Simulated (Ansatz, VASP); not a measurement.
## One calculation of CdS, two programs

```
CELL_PARAMETERS angstrom
4.12504 0.00000 0.00000
-2.06252 3.57239 0.00000
0.00000 0.00000 6.70811
ATOMIC_POSITIONS crystal
Cd 0.33333 0.66667 0.00016
Cd 0.66667 0.33333 0.50016
S 0.33333 0.66667 0.37684
S 0.66667 0.33333 0.87684
```

Alike in both runs: functional PBEsol; k mesh 6 × 6 × 4; occupations gaussian, width 0.02 eV; no spin polarisation.

Ansatz relaxed the structure, and its values are those at the end. VASP's run is a single point on that final structure, the one shown.

|  | VASP | Ansatz |
| --- | --- | --- |
| version | VASP 6.6.1 | Ansatz 0.2.0 |
| potentials or method | VASP PAW PBE potentials, release 64 (Cd, S) | scalar-relativistic, plane waves, PAW |
| plane-wave cutoff (eV) | 520 | 420 |
| valence electrons in the cell | 36 | 52 |

VASP gave:

| Item | Value |
| --- | --- |
| gap on the k mesh at the Fermi level (eV) | 1.10 |
| least direct gap on the mesh (eV) | 1.10 |
| pressure (GPa) | 0.4 |

**Question.** What did Ansatz give for the same quantities?

**Answer.** gap on the k mesh at the Fermi level (eV): 1.09; least direct gap on the mesh (eV): 1.09; pressure (GPa): 0.0.

With one functional, cell and mesh, what is left measures potentials, basis and numerics. The two sets of potentials don't hold the same shells in valence. Ansatz warned: «pseudo_functional_mismatch».

Caveats: the PAW data sets were made with another functional, which shifts forces and pressure a little (VASP). A hybrid or GW would open this gap; PBEsol tends to underestimate it.
